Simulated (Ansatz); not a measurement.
# Compressing Sr: a fit and a missing row

Sr, P6_3/mmc, a = 4.263 Å, c = 13.977 Å. This isn't the element's structure at ambient conditions. Ansatz: PBE, PAW, 420 eV, Γ-centred 12×12×4 mesh on 4 atoms, Gaussian smearing 0.10 eV; no spin polarisation. Shape and atoms are relaxed at each volume; pressure is positive in compression.

```
V (Å³/atom) P (GPa)
     48.387     1.84
     50.037        ?
     51.686     0.80
     53.336     0.38
     54.985     0.01
     56.635    -0.32
     58.285    -0.61
     60.484    -0.95
```

**Question.** Take V0 = 54.985 Å³/atom, count pressures from its P0 = 0.01 GPa, fit the third-order Birch–Murnaghan form to the other rows, and predict the missing pressure.

**Answer.** With the Eulerian strain f = ½[(V0/V)^(2/3) − 1] and y = (P − P0)/[3f(1 + 2f)^(5/2)], the form is the line y = B0 + 1.5 B0 (B0′ − 4) f. Rows (f, y): 0.04448, 11.08; 0.02106, 11.28; 0.01025, 11.44; -0.00976, 11.84; -0.01906, 11.95; -0.03078, 12.19. Means f = 0.002698, y = 11.630; Σ(Δf)² = 0.003889, ΣΔfΔy = -0.05917; the slope is their ratio. y = 11.67 − 15.21 f GPa, so B0 = 11.7 GPa and B0′ = 4 + 2 × (-15.21)/(3 × 11.67) = 3.13. At V = 50.037, f = 0.03244, y = 11.177 and P = 1.28 GPa. The run gave 1.29 GPa, so the fit is 0.01 GPa too low, within twice the rms miss on the fitted rows (0.007 GPa).